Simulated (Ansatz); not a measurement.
# O on Cr(110): change of the work function, part 2 of 5

Aim: the work function of Cr(110) at several coverages of O (hollow site), and the dipole that each adsorbate carries.

Ansatz 0.2.0; plane-wave DFT, PBE-D3(BJ), Ansatz PAW.

So far, work function, upper face (eV): step 2 (the clean slab) 4.77.

## 3. The covered slab, k-mesh 7×7×1, coverage 0.25 ML

System of this step: Cr16O (O/Cr(110)). The cell holds 17 atoms: 16 Cr and 1 O. Its edges and angles: a = 4.988 Å, b = 4.988 Å, c = 25.417 Å, α = 90.0°, β = 90.0°, γ = 70.5°. Vacuum lies along c.

The clean slab as it ended is repeated in the plane and the adsorbate is set on one face; the cell's size fixes the coverage, and the k-mesh shrinks with it to keep the sampling density about even. Adsorbate and upper layers relax, since the dipole depends on the height.

Input file input.yaml:

```yaml
crystal:
  lattice:
    - [4.0729350596, -2.88, 0.0]
    - [4.0729350596, 2.88, 0.0]
    - [0.0, 0.0, 25.4166440476]
  atoms:
    - { symbol: Cr, position: [0.0, 0.0, 0.3540986758] }
    - { symbol: Cr, position: [0.25, 0.25, 0.4342220597] }
    - { symbol: Cr, position: [0.0, 0.0, 0.5121623783] }
    - { symbol: Cr, position: [0.25, 0.25, 0.5864297838] }
    - { symbol: Cr, position: [0.0, 0.5, 0.3540986758] }
    - { symbol: Cr, position: [0.25, 0.75, 0.4342220597] }
    - { symbol: Cr, position: [0.0, 0.5, 0.5121623783] }
    - { symbol: Cr, position: [0.25, 0.75, 0.5864297838] }
    - { symbol: Cr, position: [0.5, 0.0, 0.3540986758] }
    - { symbol: Cr, position: [0.75, 0.25, 0.4342220597] }
    - { symbol: Cr, position: [0.5, 0.0, 0.5121623783] }
    - { symbol: Cr, position: [0.75, 0.25, 0.5864297838] }
    - { symbol: Cr, position: [0.5, 0.5, 0.3540986758] }
    - { symbol: Cr, position: [0.75, 0.75, 0.4342220597] }
    - { symbol: Cr, position: [0.5, 0.5, 0.5121623783] }
    - { symbol: Cr, position: [0.75, 0.75, 0.5864297838] }
    - { symbol: O, position: [0.42, 0.42, 0.6459013242] }
kpoints:
  mp_grid: { grid: [7, 7, 1] }
hamiltonian:
  xc: pbe
  dispersion: d3bj
scf:
  occupations: { method: fermi_dirac, width: 0.1 }
  convergence: { dr2_threshold: 1.0e-08 }
efield:
  axis: 3
  dipole_correction: true
  ramp_position: 0.97
  ramp_width: 0.06
relax:
  f_tol: 0.02
  max_steps: 60
  constraints: [{ sites: [0, 1, 4, 5, 8, 9, 12, 13] }]
output:
  bader: true
  dos: { projected: true, e_range: [-8, 4] }
  write_potential: true
  write_density: true
  volumetric_format: npy
  elf: true
```

The run is started by

```
$ ansatz run input.yaml --threads 4 --pin off --max-ram 6144MiB --backend cpu --events-out ev --progress --plain --runs-dir out
```

Numbers of over 12 decimals in the logs are rounded to 6 here.

What it wrote:

```text
[...]
Crystal: 17 atoms, lattice volume = 596.277 Å³
Basis set: ecut = 420 eV, 11677 PW (Γ), exchange–correlation on 72×72×360 points (8 copies of the dense FFT grid, shifted against one another)
Bands: 138, of which v1, the nominal top of the filled ones, is band 115 counted from 1 (114 counted from 0)
Symmetry: 2 space group operations
[...]
k-points: 16 of 49 (time reversal used)
[...]
SCF iter   1: F=—  HF=-54608.451293 eV  |F-HF|=—  |Δ(HF+E_count)|=         —  Δρ=1.03e-2  dr2=3.90e0  ethr=1.77e-3  p=-0.089 e·Å  D=-2.69e-2 V/Å  ΔV_dip=0.68 eV  dr2_dipole=4.21e-1  V_vac-E_F(+/−)=5.08/4.40 eV  ⟨swp⟩=8.9  Hψ=10151  notcnv=0
[...]
SCF iter  13: F=-54608.354020 eV  HF=-54608.354020 eV  |F-HF|=2.01e-9  |Δ(HF+E_count)|=   1.91e-8  Δρ=3.25e-7  dr2=8.36e-10  ethr=4.35e-12  p=-0.114 e·Å  D=-3.45e-2 V/Å  ΔV_dip=0.88 eV  dr2_dipole=4.15e-15  V_vac-E_F(+/−)=5.79/4.92 eV  ⟨swp⟩=11.2  Hψ=15098  notcnv=0
SCF 1 converged in 13 iterations: F = -54608.354020 eV  dr2 = 8.36e-10
[...]
relax step   1: F+E_penalty+E_count = -54608.35402034 eV  Δ(F+E_penalty+E_count) = +0.000e0 eV  max|allowed force component| = 4.194e0 eV/Å  Δτ_max = 0.0000 Å  (13 SCF iters, accepted)
[...]
SCF iter  11: F=-54609.088232 eV  HF=-54609.088232 eV  |F-HF|=1.32e-9  |Δ(HF+E_count)|=   1.15e-8  Δρ=9.23e-7  dr2=6.04e-9  ethr=4.35e-12  p=-0.046 e·Å  D=-1.40e-2 V/Å  ΔV_dip=0.35 eV  dr2_dipole=2.37e-11  V_vac-E_F(+/−)=5.27/4.92 eV  ⟨swp⟩=8.4  Hψ=15649  notcnv=0
SCF 2 converged in 11 iterations: F = -54609.088232 eV  dr2 = 6.04e-9
relax step   2: F+E_penalty+E_count = -54609.08823152 eV  Δ(F+E_penalty+E_count) = -7.342e-1 eV  max|allowed force component| = 2.392e0 eV/Å  Δτ_max = 0.1948 Å  (11 SCF iters, accepted)
SCF iter   1: F=—  HF=-54609.477925 eV  |F-HF|=—  |Δ(HF+E_count)|=         —  Δρ=8.00e-3  dr2=5.42e-1  ethr=1.78e-3  p=-0.046 e·Å  D=-1.40e-2 V/Å  ΔV_dip=0.35 eV  dr2_dipole=1.24e-1  V_vac-E_F(+/−)=5.26/4.90 eV  ⟨swp⟩=4.6  Hψ=5321  notcnv=0
[...]
SCF iter  11: F=-54609.391659 eV  HF=-54609.391659 eV  |F-HF|=1.93e-8  |Δ(HF+E_count)|=   5.33e-9  Δρ=6.75e-7  dr2=4.27e-9  ethr=4.35e-12  p=0.016 e·Å  D=4.81e-3 V/Å  ΔV_dip=-0.12 eV  dr2_dipole=2.91e-10  V_vac-E_F(+/−)=4.79/4.91 eV  ⟨swp⟩=11.1  Hψ=15832  notcnv=0
SCF 3 converged in 11 iterations: F = -54609.391659 eV  dr2 = 4.27e-9
relax step   3: F+E_penalty+E_count = -54609.39165889 eV  Δ(F+E_penalty+E_count) = -3.034e-1 eV  max|allowed force component| = 6.293e-1 eV/Å  Δτ_max = 0.1989 Å  (11 SCF iters, accepted)
[...]
relax step   4: F+E_penalty+E_count = -54609.43432967 eV  Δ(F+E_penalty+E_count) = -4.267e-2 eV  max|allowed force component| = 2.470e-1 eV/Å  Δτ_max = 0.0552 Å  (10 SCF iters, accepted)
[...]
relax step   5: F+E_penalty+E_count = -54609.44858931 eV  Δ(F+E_penalty+E_count) = -1.426e-2 eV  max|allowed force component| = 2.177e-1 eV/Å  Δτ_max = 0.0625 Å  (11 SCF iters, accepted)
[...]
relax step   6: F+E_penalty+E_count = -54609.45394251 eV  Δ(F+E_penalty+E_count) = -5.353e-3 eV  max|allowed force component| = 7.123e-2 eV/Å  Δτ_max = 0.0428 Å  (10 SCF iters, accepted)
[...]
relax step   7: F+E_penalty+E_count = -54609.45502714 eV  Δ(F+E_penalty+E_count) = -1.085e-3 eV  max|allowed force component| = 2.234e-2 eV/Å  Δτ_max = 0.0148 Å  (9 SCF iters, accepted)
SCF iter   1: F=—  HF=-54609.455108 eV  |F-HF|=—  |Δ(HF+E_count)|=         —  Δρ=4.04e-4  dr2=1.69e-3  ethr=1.32e-5  p=0.008 e·Å  D=2.51e-3 V/Å  ΔV_dip=-0.06 eV  dr2_dipole=3.38e-5  V_vac-E_F(+/−)=4.84/4.91 eV  ⟨swp⟩=2.0  Hψ=3373  notcnv=0
[...]
SCF iter   8: F=-54609.455187 eV  HF=-54609.455187 eV  |F-HF|=5.91e-9  |Δ(HF+E_count)|=   2.90e-8  Δρ=6.76e-7  dr2=3.44e-9  ethr=4.35e-12  p=0.009 e·Å  D=2.62e-3 V/Å  ΔV_dip=-0.07 eV  dr2_dipole=5.26e-11  V_vac-E_F(+/−)=4.84/4.91 eV  ⟨swp⟩=10.6  Hψ=15168  notcnv=0
SCF 8 converged in 8 iterations: F = -54609.455187 eV  dr2 = 3.44e-9
relax step   8: F+E_penalty+E_count = -54609.45518730 eV  Δ(F+E_penalty+E_count) = -1.602e-4 eV  max|allowed force component| = 8.188e-3 eV/Å  Δτ_max = 0.0060 Å  (8 SCF iters, accepted)
NSCF: frozen V_eff on 16 k-points
the search or the solves at the SCF's close seem to have found levels that the self-consistency loop had missed (the run counts 1). By its estimate they hold 8.38e-8 electrons. The energies and the density leave them out; if the run goes on with those levels, later outputs use occupations computed again with them
SCF converged after 8 iterations
Free energy (F): -54609.455187 eV
[...]
Internal energy: -54608.860248 eV  (E = F + TS)
E sigma→0 (E₀):  -54609.157718 eV
Entropy (-TS):   -0.594939 eV (-34.996 meV/atom)
Fermi energy:    2.949102 eV
Dipole field:    D = 0.002621 V/Å  (p = 0.008636 e·Å, saw-weighted, corrected)
Work function:   Φ+ = 4.8425 eV   Φ− = 4.9091 eV
[...]
--- Forces (eV/Å), atoms counted from 1 ---
  atom   1  Cr    -0.00171277     0.00000000     0.76420680
  atom   2  Cr     0.11525491     0.00000000    -0.96317298
  atom   3  Cr     0.00104986     0.00000000     0.00239616
  atom   4  Cr    -0.00205585     0.00000000    -0.00074024
  atom   5  Cr    -0.00123137    -0.00528169     0.88670894
  atom   6  Cr    -0.02160969     0.07063079    -0.65009063
  atom   7  Cr     0.00023433    -0.00023548    -0.00076021
  atom   8  Cr     0.00190416     0.00049973    -0.00327826
  atom   9  Cr    -0.00123137     0.00528169     0.88670894
  atom  10  Cr    -0.02160969    -0.07063079    -0.65009063
  atom  11  Cr     0.00023433     0.00023548    -0.00076021
  atom  12  Cr     0.00190416    -0.00049973    -0.00327826
  atom  13  Cr     0.01592476     0.00000000     0.67504555
  atom  14  Cr    -0.08377347     0.00000000    -0.95247914
  atom  15  Cr    -0.00207954     0.00000000    -0.00215085
  atom  16  Cr    -0.00059888     0.00000000     0.00818841
  atom  17  O     -0.00060093     0.00000000     0.00351264
  max |Σ_I F_I| component: 3.40e-5 eV/Å
--- Band table (eV; the first three rows and the last of 16) ---
  k-point 0: bands = [... 111 lower, 3.3169, 3.3595, 3.4191, 3.5421, 3.5852, 3.7208, 3.7241, 3.7340, ... 19 higher]
  k-point 1: bands = [... 111 lower, 3.0859, 3.2469, 3.2997, 3.3405, 3.4001, 3.5624, 3.6605, 3.6926, ... 19 higher]
  k-point 2: bands = [... 111 lower, 2.6482, 2.7039, 2.7496, 3.0168, 3.1228, 3.3206, 3.4259, 3.5097, ... 19 higher]
  k-point 15: bands = [... 111 lower, 2.3425, 2.4392, 2.4468, 2.5383, 2.5822, 2.6299, 2.7318, 2.8479, ... 19 higher]
--- Relaxed structure (8 steps of the walk, 8 accepted, 0 SCFs on fresh bases) ---
  F+E_penalty+E_count = -54609.45518730 eV   max|allowed force component| = 8.188e-3 eV/Å
  atoms:
    - { symbol: Cr, position: [0.0, 0.0, 0.3540986758] }
    - { symbol: Cr, position: [0.25, 0.25, 0.4342220597] }
    - { symbol: Cr, position: [0.00274045, 0.00274045, 0.509961] }
    - { symbol: Cr, position: [0.237958, 0.237958, 0.588803] }
    - { symbol: Cr, position: [2.7755575615628914e-17, 0.5, 0.3540986758] }
    - { symbol: Cr, position: [0.25, 0.75, 0.4342220597] }
    - { symbol: Cr, position: [0.000631417, 0.499120, 0.513350] }
    - { symbol: Cr, position: [0.244876, 0.752286, 0.590495] }
    - { symbol: Cr, position: [0.5, 2.7755575615628914e-17, 0.3540986758] }
    - { symbol: Cr, position: [0.75, 0.25, 0.4342220597] }
    - { symbol: Cr, position: [0.499120, 0.000631417, 0.513350] }
    - { symbol: Cr, position: [0.752286, 0.244876, 0.590495] }
    - { symbol: Cr, position: [0.5, 0.5, 0.3540986758] }
    - { symbol: Cr, position: [0.750000, 0.750000, 0.4342220597] }
    - { symbol: Cr, position: [0.499552, 0.499552, 0.511899] }
    - { symbol: Cr, position: [0.768729, 0.768729, 0.584607] }
    - { symbol: O, position: [0.440682, 0.440682, 0.632092] }
--- Bader charges: 17 sites ---
  site symbol  charge [e]  shift [e]
     0     Cr     -0.0381     0.0000
     1     Cr      0.0494     0.0001
     2     Cr      0.0511     0.0004
     3     Cr      0.2012     0.0002
     4     Cr     -0.0298     0.0000
     5     Cr      0.0251     0.0000
     6     Cr      0.0680     0.0001
     7     Cr      0.3237     0.0008
     8     Cr     -0.0298     0.0000
     9     Cr      0.0251     0.0000
    10     Cr      0.0679     0.0001
    11     Cr      0.3237     0.0008
    12     Cr     -0.0393     0.0000
    13     Cr      0.0404     0.0000
    14     Cr      0.0321     0.0001
    15     Cr      0.0182     0.0002
    16      O     -1.0889     0.0019
  estimated error of the sums over rays = 8.5e-4 e
```

Wall time 3.2 min (4 threads of Intel Xeon 6975P-C (Granite Rapids), shared host); peak memory 2.6 GiB; 13 min of CPU time.

Relaxation path:

```tsv
step	energy less that of the first step (eV)	largest force component (eV/Å)
1	0.0000	4.1941
2	-0.7342	2.3923
3	-1.0376	0.6293
4	-1.0803	0.2470
5	-1.0946	0.2177
6	-1.0999	0.0712
7	-1.1010	0.0223
8	-1.1012	0.0082
```

The run keeps the 2 symmetry operations that it works with, so distortions that break them were not tested.

The atoms that moved most (Å):

```tsv
atom	dx	dy	dz	length
O17	0.168	0.000	-0.351	0.389
Cr16	0.153	0.000	-0.046	0.159
Cr4	-0.098	0.000	0.060	0.115
Cr8	-0.012	0.021	0.103	0.106
Cr12	-0.012	-0.021	0.103	0.106
Cr3	0.022	0.000	-0.056	0.060
Cr11	-0.001	0.004	0.030	0.031
Cr7	-0.001	-0.004	0.030	0.031
```

The relaxed structure:

```
Cr O
1.0
     4.07294   -2.88000    0.00000
     4.07294    2.88000    0.00000
     0.00000    0.00000   25.41664
Cr O
16 1
Direct
  0.00000 0.00000 0.35410
  0.25000 0.25000 0.43422
  0.00274 0.00274 0.50996
  0.23796 0.23796 0.58880
  0.00000 0.50000 0.35410
  0.25000 0.75000 0.43422
  0.00063 0.49912 0.51335
  0.24488 0.75229 0.59049
  0.50000 0.00000 0.35410
  0.75000 0.25000 0.43422
  0.49912 0.00063 0.51335
  0.75229 0.24488 0.59049
  0.50000 0.50000 0.35410
  0.75000 0.75000 0.43422
  0.49955 0.49955 0.51190
  0.76873 0.76873 0.58461
  0.44068 0.44068 0.63209
```

This step gave:

```
energy at zero smearing        : -54609.1577 eV
work function, upper face      : 4.842 eV
work function, lower face      : 4.909 eV
dipole along the normal        : 0.008636 e·Å
step between the vacuum levels : -0.06661 eV
```

Running mean over 2.036 Å of the planar mean; the ramp of the sawtooth is left out. Table of electron's electrostatic potential energy less the Fermi level by z:

z (Å), electron's electrostatic potential energy less the Fermi level (eV) and a bar from the least value:
```
      3.0        4.9 ##############################
      3.5        4.9 ##############################
      4.0        4.9 ##############################
      4.5        4.9 ##############################
      5.0        4.9 ##############################
      5.5        4.9 ##############################
      6.0        4.8 ##############################
      6.5        4.6 #############################
      7.0        3.8 ############################
      7.5        1.4 #######################
      8.0       -3.3 ##############
      8.5       -7.8 ######
      9.0       -9.5 ##
      9.5       -9.7 ##
     10.0       -9.8 ##
     10.5       -9.9 ##
     11.0      -10.0 ##
     11.5      -10.3 #
     12.0      -10.5 #
     12.5      -10.3 #
     13.0      -10.1 #
     13.5      -10.6 
     14.0      -10.8 
     14.5      -10.6 
     15.0      -10.4 #
     15.5       -8.9 ####
     16.0       -4.4 ############
     16.5        0.3 #####################
     17.0        3.1 ###########################
     17.5        4.4 #############################
     18.0        4.8 ##############################
     18.5        4.8 ##############################
     19.0        4.8 ##############################
     19.5        4.8 ##############################
     20.0        4.8 ##############################
     20.5        4.8 ##############################
     21.0        4.8 ##############################
     21.5        4.8 ##############################
     22.0        4.8 ##############################
```

The density of states has structure finer than the step of the table below, so its rows give means over 0.2 eV, whole bins alone (the curve runs from -8 to 0.93 eV). Peaks (eV: height): -2.38: 39.4, -2.32: 36.3, -1.98: 39.9, -1.89: 38.1, -1.80: 40.6, 0.42: 34.0, 0.84: 42.1.

Table of density of states by energy, zero at the Fermi level; means over each step:

```tsv
energy (eV)	density of states (states/eV a cell)
-7.6	0
-7.4	0.148
-7.2	0.944
-7.0	0.977
-6.8	1.09
-6.6	1.23
-6.4	1.95
-6.2	2.39
-6.0	6.26
-5.8	11.4
-5.6	9.37
-5.4	4.64
-5.2	3.70
-5.0	3.57
-4.8	2.54
-4.6	3.41
-4.4	5.92
-4.2	8.83
-4.0	13.9
-3.8	16.5
-3.6	15.1
-3.4	16.1
-3.2	19.6
-3.0	18.4
-2.8	18.3
-2.6	15.9
-2.4	24.6
-2.2	30.2
-2.0	30.8
-1.8	31.0
-1.6	25.3
-1.4	27.8
-1.2	29.3
-1.0	26.9
-0.8	21.4
-0.6	15.3
-0.4	10.7
-0.2	16.7
0.0	16.4
0.2	21.3
0.4	27.3
0.6	28.6
0.8	39.1
```

Projected DOS per atom over height of the atomic layer and energy from the Fermi level. Layers: Cr4 Cr4 Cr4 Cr4 O from below.

Ten even steps from '0' (0.00 states/eV) to '9' (5.89 states/eV), each cell a mean:
```
34340
32220
21120
20010
31120
32230
32220
23320
12220
12210
12210
02210
01100
00000
00000
00002
00019
00002
00000
00000
00000
00000
```
Columns: height of the atomic layer (Å) from 9 to 16.1 (not evenly spaced); rows upwards: energy from the Fermi level (eV) from -7.96 to 0.945.

ELF in the ca plane at fractional y = 0.000, with atoms of Cr within 0.2 Å of it. It is the smooth field of the valence electrons, not physical close to the nuclei.

Ten even steps from '0' (0.00) to '9' (0.93), each cell a mean:
```
00279842443432798324444543210000000000000000
11135423432342343134334443100000000000000000
33332234433344222344334432100000000000000000
33322234432344222343233432000000000000000000
11135423432342254233223431000000000000000000
00269842443432698524334431000000000000000000
00279952444432799624444432000000000000000000
10157732433332477324334442100000000000000000
22223223432343232244333443100000000000000000
34432234433344322454334443210000000000000000
22223223432342232244334443210000000000000000
00157732433432586224444543210000000000000000
00289952444433899424545553210000000000000000
```
Columns run along c (16.0 Å, from fractional 0.30 to 0.93 of the cell), rows up along a (5.0 Å). Atoms in or near the plane, at fractional coordinates: Cr at (0.35, 0.00), Cr at (0.51, 0.00), Cr at (0.35, 0.50), Cr at (0.51, 0.50).

Valence density in the ca plane at fractional y = 0.000, with atoms of Cr within 0.2 Å of it. It is the smooth field of the valence electrons, not physical close to the nuclei.

Values in e/Å³, 7 rows by 16 columns, each cell a mean:
```
 0  6  2  0  0  6  1  0  0  0  0  0  0  0  0  0
 0  0  0  0  0  0  0  0  0  0  0  0  0  0  0  0
 0  3  1  0  0  3  1  0  0  0  0  0  0  0  0  0
 0 11  3  0  0 11  3  0  0  0  0  0  0  0  0  0
 0  1  1  0  0  1  1  0  0  0  0  0  0  0  0  0
 0  1  0  0  0  1  0  0  0  0  0  0  0  0  0  0
 0  9  3  0  0 10  2  0  0  0  0  0  0  0  0  0
```
Columns run along c (16.0 Å, from fractional 0.30 to 0.93 of the cell), rows up along a (5.0 Å). Atoms in or near the plane, at fractional coordinates: Cr at (0.35, 0.00), Cr at (0.51, 0.00), Cr at (0.35, 0.50), Cr at (0.51, 0.50).

Electrostatic potential energy in the ca plane at fractional y = 0.000, with atoms of Cr within 0.2 Å of it. With pseudopotentials it is smooth inside the atoms' cores, unlike the true potential.

Values in eV, 7 rows by 16 columns, each cell a mean:
```
  1 -30 -13   2  -1 -30 -11   2   4   7   8   8   8   8   8   8
  5  -3   1   1   2  -2   1  -1   3   7   8   8   8   8   8   8
  2 -24  -9   2   1 -23 -11   1   4   7   8   8   8   8   8   8
 -1 -36 -19   3  -1 -35 -20   3   5   7   8   8   8   8   8   8
  4 -14  -4   1   2 -14  -5   1   4   7   8   8   8   8   8   8
  5  -8  -1   1   2  -9  -1   0   3   7   8   8   8   8   8   8
 -1 -34 -17   3  -3 -35 -15   3   5   7   8   8   8   8   8   8
```
Columns run along c (16.0 Å, from fractional 0.30 to 0.93 of the cell; values clipped at the 3rd and 97th percentile), rows up along a (5.0 Å). Atoms in or near the plane, at fractional coordinates: Cr at (0.35, 0.00), Cr at (0.51, 0.00), Cr at (0.35, 0.50), Cr at (0.51, 0.50).

The relaxation took 8 steps and lowered the energy by 1.1 eV; the largest force on the free atoms ends at 0.0082 eV/Å.

By hand: a sheet of dipoles makes a step −p/(ε₀A) in the electron's potential. With e/ε₀ = 180.95 V·Å, p = 0.008636 e·Å and A = 23.46 Å², that is −180.95 × (0.008636) / 23.46 = -0.067 eV, and the two vacuum levels of the run differ by -0.067 eV.

The covered face has 4.84 eV, +0.07 eV against the clean one; the bare back face has moved by -0.02 eV, a measure of how thin the slab is.

[end of part 2 of 5]

[Logs are printed without paths, hosts, clocks, repeated set-up lines and the standing remarks that a program may print on its own settings, such as how far it seeks lower states.]

[Hosts, paths, dates, database ids (printed as entryN), source tags and the programs' standing remarks are cut or masked in the printed files.]

[Maps of the electrostatic potential energy from Ansatz leave out the sawtooth potential of an applied field or a dipole correction, so their vacuum need not be flat; planar profiles and work functions include it.]

[The density of states shown here was stored with 400 of the rows of the run's finer table, so its peaks can read low, often by over a quarter, or be missed, and its means over a window can be off by a tenth or more.]
